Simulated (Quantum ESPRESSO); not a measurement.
# Ta (P6_3/mmc) in Quantum ESPRESSO: settings compared, part 2 of 3

Quantum ESPRESSO 7.5. The steps go on from the part before.

### Step 3. Phonons, PBE

pw.in reads:

```
&CONTROL
  calculation = 'scf'
  prefix = 'pwscf'
  outdir = './tmp'
  pseudo_dir = './pseudo'
  tprnfor = .true.
  tstress = .true.
  disk_io = 'low'
/
&SYSTEM
  ibrav = 0
  celldm(1) = 8
  nat = 2
  ntyp = 1
  ecutwfc = 52
  nbnd = 20
  occupations = 'smearing'
  smearing = 'mp'
  degauss = 0.01999163
/
&ELECTRONS
  conv_thr = 4d-10
  electron_maxstep = 120
  mixing_beta = 0.5
/
ATOMIC_SPECIES
Ta   180.9479 73_Ta_13_2.2_2.6_pbe_n_v1.0.upf
CELL_PARAMETERS alat
  0.6851136095909   0.0000000000000   0.0000000000000
 -0.3425568047955   0.5933257903845   0.0000000000000
  0.0000000000000   0.0000000000000   1.2203553680969
ATOMIC_POSITIONS crystal
Ta     0.3333333333    0.6666666667    0.2500000000
Ta     0.6666666667    0.3333333333    0.7500000000
K_POINTS automatic
11 11 5 0 0 0
```

relax.in reads:

```
&CONTROL
  calculation = 'vc-relax'
  prefix = 'pwscf'
  outdir = './tmp'
  pseudo_dir = './pseudo'
  tprnfor = .true.
  tstress = .true.
  disk_io = 'low'
  nstep = 40
  forc_conv_thr = 0.0001
  etot_conv_thr = 1d-06
/
&SYSTEM
  ibrav = 0
  celldm(1) = 8
  nat = 2
  ntyp = 1
  ecutwfc = 52
  nbnd = 20
  occupations = 'smearing'
  smearing = 'mp'
  degauss = 0.01999163
/
&ELECTRONS
  conv_thr = 4d-10
  electron_maxstep = 120
  mixing_beta = 0.5
/
&IONS
  ion_dynamics = 'bfgs'
/
&CELL
  cell_dynamics = 'bfgs'
  press = 0
  press_conv_thr = 0.2
/
ATOMIC_SPECIES
Ta   180.9479 73_Ta_13_2.2_2.6_pbe_n_v1.0.upf
CELL_PARAMETERS alat
  0.6851136095911   0.0000000000000   0.0000000000000
 -0.3425568047956   0.5933257903843   0.0000000000000
  0.0000000000000   0.0000000000000   1.2203553680969
ATOMIC_POSITIONS crystal
Ta     0.3333333334    0.6666666668    0.2500000000
Ta     0.6666666668    0.3333333334    0.7500000000
K_POINTS automatic
11 11 5 0 0 0
```

scf2.in reads:

```
&CONTROL
  calculation = 'scf'
  prefix = 'pwscf'
  outdir = './tmp'
  pseudo_dir = './pseudo'
  tprnfor = .true.
  tstress = .true.
  disk_io = 'low'
/
&SYSTEM
  ibrav = 0
  celldm(1) = 8
  nat = 2
  ntyp = 1
  ecutwfc = 52
  nbnd = 20
  occupations = 'smearing'
  smearing = 'mp'
  degauss = 0.01999163
/
&ELECTRONS
  conv_thr = 1d-13
  electron_maxstep = 120
  mixing_beta = 0.5
  startingpot = 'file'
  startingwfc = 'file'
/
ATOMIC_SPECIES
Ta   180.9479 73_Ta_13_2.2_2.6_pbe_n_v1.0.upf
CELL_PARAMETERS alat
  0.6830989257394   0.0000000000000   0.0000000000000
 -0.3415494628697   0.5915810229882   0.0000000000000
  0.0000000000000   0.0000000000000   1.2202502594747
ATOMIC_POSITIONS crystal
Ta     0.3333333335    0.6666666669    0.2500000000
Ta     0.6666666669    0.3333333335    0.7500000000
K_POINTS automatic
11 11 5 0 0 0
```

ph.in reads:

```
phonons of Ta
&INPUTPH
  prefix = 'pwscf'
  outdir = './tmp'
  tr2_ph = 1d-18
  fildyn = 'dyn'
  niter_ph = 90
  alpha_mix(1) = 0.4
/
0.0000000000 0.0000000000 0.0000000000
```

dynmat.in reads:

```
&INPUT
  fildyn = 'dyn'
  asr = 'crystal'
  filout = 'dynmat.disp'
  fileig = 'dynmat.eig'
/
```

Potentials or basis: SPMS 1.0 PBE.

On the command line:

```sh
> OMP_NUM_THREADS=1 pw.x -in pw.in > pw.out
> OMP_NUM_THREADS=1 pw.x -in relax.in > relax.out
> OMP_NUM_THREADS=1 pw.x -in scf2.in > scf2.out
> OMP_NUM_THREADS=1 ph.x -in ph.in > ph.out
> OMP_NUM_THREADS=1 dynmat.x -in dynmat.in > dynmat.out
```

pw.out:

```text
This program is part of the open-source Quantum ESPRESSO suite
     for quantum simulation of materials; please cite
[... 9 lines left out ...]
     --------------------
     sticks:   dense  smooth     PW     G-vecs:    dense   smooth      PW
     Sum         433     433    127                12885    12885    2143

     Using Slab Decomposition

     bravais-lattice index     =            0
     lattice parameter (alat)  =       8.0000  a.u.
     unit-cell volume          =     253.9874 (a.u.)^3
     number of atoms/cell      =            2
     number of atomic types    =            1
     number of electrons       =        26.00
     number of Kohn-Sham states=           20
     kinetic-energy cutoff     =      52.0000  Ry
     charge density cutoff     =     208.0000  Ry
     scf convergence threshold =      4.0E-10
     mixing beta               =       0.5000
     number of iterations used =            8  plain     mixing
     Exchange-correlation= PBE
                           (   1   4   3   4   0   0   0)

     celldm(1)=   8.000000  celldm(2)=   0.000000  celldm(3)=   0.000000
     celldm(4)=   0.000000  celldm(5)=   0.000000  celldm(6)=   0.000000

     crystal axes: (cart. coord. in units of alat)
               a(1) = (   0.685114   0.000000   0.000000 )
               a(2) = (  -0.342557   0.593326   0.000000 )
               a(3) = (   0.000000   0.000000   1.220355 )

     reciprocal axes: (cart. coord. in units 2 pi/alat)
               b(1) = (  1.459612  0.842707 -0.000000 )
               b(2) = (  0.000000  1.685415  0.000000 )
               b(3) = (  0.000000 -0.000000  0.819433 )

     PseudoPot. # 1 for Ta read from file:
     73_Ta_13_2.2_2.6_pbe_n_v1.0.upf
     Pseudo is Norm-conserving + core correction, Zval = 13.0
     Generated using ONCVPSP code by D. R. Hamann
     Using radial grid of 1452 points,  8 beta functions with:
                l(1) =   0
                l(2) =   0
                l(3) =   1
                l(4) =   1
                l(5) =   2
                l(6) =   2
                l(7) =   3
                l(8) =   3

     atomic species   valence    mass     pseudopotential
     Ta               13.00   180.94790     Ta( 1.00)

     24 Sym. Ops., with inversion, found (12 have fractional translation)

   Cartesian axes

     site n.     atom                  positions (alat units)
         1        Ta     tau(   1) = (  -0.0000000   0.3955505   0.3050888  )
         2        Ta     tau(   2) = (   0.3425568   0.1977753   0.9152665  )

     number of k points=    48  Methfessel-Paxton smearing, width (Ry)=  0.0200
                       cart. coord. in units 2pi/alat
        k(    1) = (   0.0000000   0.0000000   0.0000000), wk =   0.0033058
        k(    2) = (   0.0000000   0.0000000   0.1638867), wk =   0.0066116
        k(    3) = (   0.0000000   0.0000000   0.3277734), wk =   0.0066116
        k(    4) = (   0.0000000   0.1532195   0.0000000), wk =   0.0198347
        k(    5) = (   0.0000000   0.1532195   0.1638867), wk =   0.0396694
        k(    6) = (   0.0000000   0.1532195   0.3277734), wk =   0.0396694
[... 40 lines left out ...]
        k(   47) = (   0.3980760   0.8427073   0.1638867), wk =   0.0396694
        k(   48) = (   0.3980760   0.8427073   0.3277734), wk =   0.0396694

     Dense  grid:    12885 G-vectors     FFT dimensions: (  25,  25,  48)

     Initial potential from superposition of free atoms

     starting charge      25.9982, renormalised to      26.0000
     Starting wfcs are   20 randomized atomic wfcs

     Self-consistent Calculation

     iteration #  1     ecut=    52.00 Ry     beta= 0.50
     Davidson diagonalization with overlap
     ethr =  1.00E-02,  avg # of iterations =  2.9

     Threshold (ethr) on eigenvalues was too large:
     Diagonalizing with lowered threshold

     Davidson diagonalization with overlap
     ethr =  1.73E-04,  avg # of iterations =  2.7

     total energy              =    -262.00219407 Ry
     estimated scf accuracy    <       0.05104972 Ry

     iteration #  2     ecut=    52.00 Ry     beta= 0.50
     Davidson diagonalization with overlap
     ethr =  1.96E-04,  avg # of iterations =  2.1

     total energy              =    -262.00512781 Ry
     estimated scf accuracy    <       0.00496643 Ry

     iteration #  3     ecut=    52.00 Ry     beta= 0.50
     Davidson diagonalization with overlap
     ethr =  1.91E-05,  avg # of iterations =  2.4

     total energy              =    -262.00563820 Ry
     estimated scf accuracy    <       0.00029031 Ry

     iteration #  4     ecut=    52.00 Ry     beta= 0.50
     Davidson diagonalization with overlap
     ethr =  1.12E-06,  avg # of iterations =  2.0

     total energy              =    -262.00565689 Ry
     estimated scf accuracy    <       0.00000628 Ry

     iteration #  5     ecut=    52.00 Ry     beta= 0.50
     Davidson diagonalization with overlap
     ethr =  2.42E-08,  avg # of iterations =  2.3

     total energy              =    -262.00565826 Ry
     estimated scf accuracy    <       0.00000178 Ry

     iteration #  6     ecut=    52.00 Ry     beta= 0.50
     Davidson diagonalization with overlap
     ethr =  6.86E-09,  avg # of iterations =  2.0

     total energy              =    -262.00565868 Ry
     estimated scf accuracy    <       0.00000004 Ry

     iteration #  7     ecut=    52.00 Ry     beta= 0.50
     Davidson diagonalization with overlap
     ethr =  1.37E-10,  avg # of iterations =  2.0

     total energy              =    -262.00565868 Ry
     estimated scf accuracy    <          3.1E-09 Ry

     iteration #  8     ecut=    52.00 Ry     beta= 0.50
     Davidson diagonalization with overlap
     ethr =  1.18E-11,  avg # of iterations =  2.0

     End of self-consistent calculation

          k = 0.0000 0.0000 0.0000 (  1619 PWs)   bands (ev):

   -49.8296 -49.7711 -16.7443 -15.9337 -15.8161 -15.8161 -15.7346 -15.7346
     9.6267  12.9009  17.2381  17.6563  18.4034  18.4034  18.9646  18.9646
    20.7728  20.7728  22.9254  22.9254

          k = 0.0000 0.0000 0.1639 (  1601 PWs)   bands (ev):

   -49.8240 -49.7767 -16.6709 -16.0154 -15.8083 -15.8083 -15.7424 -15.7424
     9.9680  12.7107  17.0664  17.1755  18.3661  18.3661  18.8299  18.8299
    21.0967  21.0967  22.8679  22.8679

          k = 0.0000 0.0000 0.3278 (  1630 PWs)   bands (ev):

   -49.8094 -49.7914 -16.4749 -16.2247 -15.7880 -15.7880 -15.7628 -15.7628
    10.8804  11.9875  16.6432  16.7250  18.3833  18.3833  18.5644  18.5644
    21.8275  21.8275  22.5249  22.5249

          k = 0.0000 0.1532 0.0000 (  1595 PWs)   bands (ev):

   -49.8219 -49.7655 -16.7182 -15.9367 -15.9003 -15.8389 -15.8204 -15.7501
     9.9395  13.2373  17.2661  17.2805  18.2192  18.6662  18.7040  19.2585
    20.2826  20.5108  23.0500  23.5614

          k = 0.0000 0.1532 0.1639 (  1612 PWs)   bands (ev):

   -49.8165 -49.7709 -16.6488 -16.0224 -15.8908 -15.8305 -15.8209 -15.7587
    10.2740  13.0438  16.8487  17.1428  18.0522  18.6147  18.6489  19.1087
    20.7315  20.8835  22.9393  23.2246

          k = 0.0000 0.1532 0.3278 (  1618 PWs)   bands (ev):

   -49.8025 -49.7851 -16.4635 -16.2259 -15.8668 -15.8386 -15.8084 -15.7810
    11.1756  12.2943  16.4891  16.7389  18.0550  18.3327  18.6505  18.8319
    21.6586  21.6899  22.4841  22.5737

          k = 0.0000 0.3064 0.0000 (  1601 PWs)   bands (ev):

   -49.8010 -49.7507 -16.6449 -16.1239 -16.0436 -15.9478 -15.8985 -15.7928
    10.8023  14.0816  16.4506  16.9595  17.7930  18.6818  19.3600  19.5809
    19.9499  20.1111  23.2421  24.8512

          k = 0.0000 0.3064 0.1639 (  1609 PWs)   bands (ev):

   -49.7962 -49.7555 -16.5901 -16.1201 -16.0910 -15.9635 -15.8885 -15.8030
    11.1070  13.8804  16.1476  17.0571  17.5267  18.2799  19.3908  19.8559
    20.1551  20.5731  23.0267  23.9048
[... 211 lines left out ...]
          k = 0.3981 0.6895 0.1639 (  1598 PWs)   bands (ev):

   -49.7165 -49.7053 -16.6474 -16.6115 -16.3435 -16.2825 -16.1851 -16.0649
    14.8669  14.9447  15.8499  16.2921  17.3132  17.3777  18.5651  21.1348
    21.3752  23.1770  25.8682  25.9493

          k = 0.3981 0.6895 0.3278 (  1591 PWs)   bands (ev):

   -49.7130 -49.7087 -16.6604 -16.6546 -16.3469 -16.3161 -16.0985 -16.0530
    14.7701  14.7725  16.0905  16.5885  16.8904  17.3568  18.8746  19.7752
    22.3990  23.5611  25.9974  26.0156

          k = 0.3981 0.8427 0.0000 (  1596 PWs)   bands (ev):

   -49.7094 -49.7035 -16.6351 -16.5315 -16.4271 -16.3103 -16.2150 -16.1339
    14.9160  15.5076  15.7848  16.3022  17.3126  17.3214  18.7930  21.5867
    21.9048  22.1784  25.0922  25.3150

          k = 0.3981 0.8427 0.1639 (  1598 PWs)   bands (ev):

   -49.7089 -49.7041 -16.6380 -16.5658 -16.4484 -16.3374 -16.1600 -16.0993
    14.8898  15.6956  15.8543  15.9108  17.1821  17.3764  18.8923  21.0722
    21.9616  22.6822  25.2591  25.4812

          k = 0.3981 0.8427 0.3278 (  1589 PWs)   bands (ev):

   -49.7074 -49.7055 -16.6437 -16.6212 -16.4393 -16.3905 -16.0850 -16.0632
    14.9347  15.2748  16.0716  16.0845  17.0399  17.2644  19.1526  19.8310
    22.7177  23.1226  26.1828  26.3172

     the Fermi energy is    17.7852 ev

!    total energy              =    -262.00565868 Ry
     estimated scf accuracy    <          4.9E-11 Ry
     smearing contrib. (-TS)   =       0.00087617 Ry
     internal energy E=F+TS    =    -262.00653485 Ry

     The total energy is F=E-TS. E is the sum of the following terms:
     one-electron contribution =     -41.43531549 Ry
     hartree contribution      =      32.49304944 Ry
     xc contribution           =     -59.07098525 Ry
     ewald contribution        =    -193.99328355 Ry

     convergence has been achieved in   8 iterations

     Forces acting on atoms (cartesian axes, Ry/au):

     atom    1 type  1   force =     0.00000000   -0.00000000    0.00000000
     atom    2 type  1   force =     0.00000000    0.00000000    0.00000000

     Total force =     0.000000     Total SCF correction =     0.000000

     Computing stress (Cartesian axis) and pressure

          total   stress  (Ry/bohr**3)                   (kbar)     P=      -11.57
  -0.00009691  -0.00000000   0.00000000          -14.26       -0.00        0.00
  -0.00000000  -0.00009691   0.00000000           -0.00      -14.26        0.00
   0.00000000   0.00000000  -0.00004219            0.00        0.00       -6.21

=------------------------------------------------------------------------------=
   JOB DONE.
=------------------------------------------------------------------------------=
```

Wall time 6.7 min (1 thread of Intel Xeon Platinum 8259CL at 2.50GHz (Skylake/Cascade Lake), shared host); peak memory 0.07 GiB.

Results:

```
Free energy                            : -3564.7696 eV
Relaxed volume                         : 18.71 Å³/atom
Relaxed cell                           : a = 2.892 Å, b = 2.892 Å, c = 5.166 Å, α = 90.00°, β = 90.00°, γ = 120.00°
Space group after relaxing (to 0.05 Å) : P6_3/mmc (No. 194)
Pressure after relaxing                : 0.0 GPa
Band gap on the k mesh                 : none (metal or under the smearing width)
Highest phonon frequency at Γ          : 184 cm⁻¹
Most unstable mode                     : 51i cm⁻¹
```

The path:
```
step  energy change (eV)  largest force (eV/Å)  pressure (GPa)  volume (Å³)
   1              0.0000                0.0000           -1.16        37.64
   2             -0.0010                0.0000           -0.03        37.42
   3             -0.0010                0.0000            0.03        37.41
   4             -0.0010                0.0000            0.02        37.41
   5             -0.0010                0.0000            0.00        37.41
```

Final structure:
```cif
data_structure
_symmetry_space_group_name_H-M 'P 1'
_symmetry_Int_Tables_number 1
_cell_length_a 2.8918
_cell_length_b 2.8918
_cell_length_c 5.1658
_cell_angle_alpha 90.000
_cell_angle_beta 90.000
_cell_angle_gamma 120.000
_cell_volume 37.41
loop_
_atom_site_label
_atom_site_type_symbol
_atom_site_fract_x
_atom_site_fract_y
_atom_site_fract_z
_atom_site_occupancy
Ta1 Ta 0.33333 0.66667 0.25000 1
Ta2 Ta 0.66667 0.33333 0.75000 1
```

Phonon frequencies in cm⁻¹ (negative: imaginary):
| q point | frequencies |
| --- | --- |
| (0.000, 0.000, 0.000) | -51 -51 -1 -1 -1 184 |

Optical modes at Γ, degenerate ones joined:
| cm⁻¹ | components | symmetry | active in |
| --- | --- | --- | --- |
| 51i | 2 | E2g | Raman |
| 184 | 1 | B1g | silent |

Caveat: the mesh is thin for the phonons of a metal; some modes are imaginary. Spin-orbit coupling is left out, which matters for the levels of Ta.

[end of part 2 of 3]
